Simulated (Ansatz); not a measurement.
# LiH: the cost of one run

Method: DFT PBE, scalar-relativistic, plane waves, PAW, in Ansatz 0.2.0.

## Step 1: The system as given

It takes space group P3m1 (No. 156, trigonal). The conventional cell has a = 3.241 Å, b = 3.241 Å, c = 18.377 Å, α = 90.00°, β = 90.00°, γ = 120.00°. Li (site symmetry 3m) is surrounded by 4 H at 2.23 Å and 1 Li at 2.55 Å. Li (site symmetry 3m) is surrounded by 6 H at 2.30 Å and 1 Li at 2.55 Å. Around Li (site symmetry 3m) lie 2 H at 2.12 Å. Li (site symmetry 3m) is surrounded by 6 H at 2.30 Å. H (site symmetry 3m) is surrounded by 4 Li at 2.23 to 2.30 Å. H (site symmetry 3m) has 6 Li at 2.23 to 2.30 Å in its first shell of neighbours. Only part of the 12 independent sites is listed.

As a file:

```cif
data_structure
_symmetry_space_group_name_H-M 'P 1'
_symmetry_Int_Tables_number 1
_cell_length_a 3.2411
_cell_length_b 3.2411
_cell_length_c 18.3766
_cell_angle_alpha 90.000
_cell_angle_beta 90.000
_cell_angle_gamma 120.000
_cell_volume 167.18
loop_
_atom_site_label
_atom_site_type_symbol
_atom_site_fract_x
_atom_site_fract_y
_atom_site_fract_z
_atom_site_occupancy
Li1 Li 0.00000 0.00000 0.12140 1
Li2 Li 0.00000 0.00000 0.26029 1
Li3 Li 0.66667 0.33333 0.44821 1
Li4 Li 0.33333 0.66667 0.63613 1
Li5 Li 0.33333 0.66667 0.78168 1
Li6 Li 0.66667 0.33333 0.92723 1
H1 H 0.00000 0.00000 0.00000 1
H2 H 0.33333 0.66667 0.18751 1
H3 H 0.66667 0.33333 0.33306 1
H4 H 0.66667 0.33333 0.56335 1
H5 H 0.00000 0.00000 0.70890 1
H6 H 0.00000 0.00000 0.85445 1
```

The cell is invented: close-packed anion layers stacked ABCCAA|A, with sites between them filled layer by layer (P3m1, No. 156). Its size is a rough estimate.

## Step 2: A first look at the guess

input.yaml reads:

```yaml
crystal:
  lattice:
    - [3.24106361, 0.0, 0.0]
    - [-1.62053181, 2.80684342, 0.0]
    - [0.0, 0.0, 18.37664274]
  atoms:
    - { symbol: Li, position: [0.0, 0.0, 0.12140411] }
    - { symbol: Li, position: [0.0, 0.0, 0.26028694] }
    - { symbol: Li, position: [0.66666667, 0.33333333, 0.4482075] }
    - { symbol: Li, position: [0.33333333, 0.66666667, 0.63612805] }
    - { symbol: Li, position: [0.33333333, 0.66666667, 0.78167683] }
    - { symbol: Li, position: [0.66666667, 0.33333333, 0.92722561] }
    - { symbol: H, position: [0.0, 0.0, 0.0] }
    - { symbol: H, position: [0.33333333, 0.66666667, 0.18751255] }
    - { symbol: H, position: [0.66666667, 0.33333333, 0.33306133] }
    - { symbol: H, position: [0.66666667, 0.33333333, 0.56335366] }
    - { symbol: H, position: [0.0, 0.0, 0.70890244] }
    - { symbol: H, position: [0.0, 0.0, 0.85445122] }
basis:
  ecutwfc: 420
kpoints:
  mp_grid: { grid: [6, 6, 1] }
hamiltonian:
  xc: pbe
scf:
  occupations: { method: gaussian, width: 0.1 }
  lower_state_search: "off"
output:
  forces: true
  stress: true
  eigenvalues: true
```

The run is started by

```bash
> ansatz run input.yaml --threads 1 --pin off --max-ram 2560MiB --backend cpu --events-out ev --progress --plain --runs-dir out
```

What time and memory should one allow on 1 thread of Intel Xeon at 2.50GHz (Skylake/Cascade Lake), shared host?

About 5.4 s, with a peak of 0.33 GiB.
